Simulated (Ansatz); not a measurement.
# InSe in Ansatz: convergence with k mesh

The system is InSe.

```
In Se
1.0
     3.63204    0.00000    0.00000
     0.00000    3.63204    0.00000
     0.00000    0.00000    3.63204
In Se
1 1
Cartesian
  1.8011 1.7993 1.8016
  -0.0217 -0.0061 -0.0372
```

The cell was built by a generator and needn't be a form met in nature.

The cell isn't the ideal one: atoms moved at random, drawn with an rms of 0.05 Å.

```yaml
Program: Ansatz 0.2.0
Task: convergence study
Functional: PBEsol
Potentials_or_basis: Ansatz PAW
Cutoff: "420 eV (not typed: the program's choice for these potentials)"
k_mesh: 2 × 2 × 2
Occupations: gaussian, width 0.05 eV
Spin: no spin polarisation
```

These are the settings of the first run; the series varies k mesh, with any setting tied to it.

Hardware: 2 threads of Arm Neoverse V2 (shared host).

```csv
k mesh,"energy less the tightest run, at zero smearing (meV/atom)",pressure (GPa),largest force (eV/Å),SCF cycles,CPU time (s),peak memory (GiB)
2 × 2 × 2,519.90,2.98,0.085,12,1.1,0.28
3 × 3 × 3,366.91,1.35,0.014,8,1.7,0.29
4 × 4 × 4,78.74,-1.44,0.003,8,3.6,0.33
5 × 5 × 5,50.27,-2.83,0.021,6,5,0.35
7 × 7 × 7,-5.55,-3.40,0.013,6,13,0.44
8 × 8 × 8,14.84,-3.11,0.015,6,19,0.51
10 × 10 × 10,4.77,-3.36,0.015,6,36,0.69
12 × 12 × 12,0.00,-3.23,0.009,7,66,0.96
```

Not settled before the last step: the energy (to 1 meV/atom), the pressure (to 0.1 GPa), the largest force (to 0.005 eV/Å). Meshes of other sizes hit other points, so gaps and Fermi surfaces needn't settle smoothly. The tightest run that finished is the yardstick and may itself not be fully converged.

Caveat, for the tightest run too: the PAW data sets come from PBE, with cores solved anew for the run's functional, which leaves a small shift of forces and pressure.
